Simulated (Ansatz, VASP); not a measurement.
## Two plane-wave programs on Pt

```
Pt
1.0
     0.00000    1.95106    1.95106
     1.95106    0.00000    1.95106
     1.95106    1.95106    0.00000
Pt
1
Cartesian
  0.0000 0.0000 0.0000
```

Alike in both runs: functional PBEsol; k mesh 24 × 24 × 24; occupations fermi-dirac, width 0.1 eV; no spin polarisation.

Ansatz relaxed the structure, and its values are those at the end. VASP's run is a single point on that final structure, the one shown.

```csv
,VASP,Ansatz
version,VASP 6.6.1,Ansatz 0.2.0
potentials or method,"VASP PAW PBE potentials, release 64 (Pt)","PAW with Ansatz's default frozen-core files, scalar-relativistic"
plane-wave cutoff (eV),520,420
valence electrons in the cell,10,18
```

Ansatz gave:

- pressure (GPa): 4.0

Task: Estimate VASP's values.

Result: Pressure (GPa): 3.6.

The functional is the same, so the differences come from potentials, cutoffs and numerics. The two sets of potentials don't hold the same shells in valence.

Caveats: the PAW data sets were made with another functional, which shifts forces and pressure a little (VASP). Spin-orbit coupling is left out, which matters for the levels of Pt.
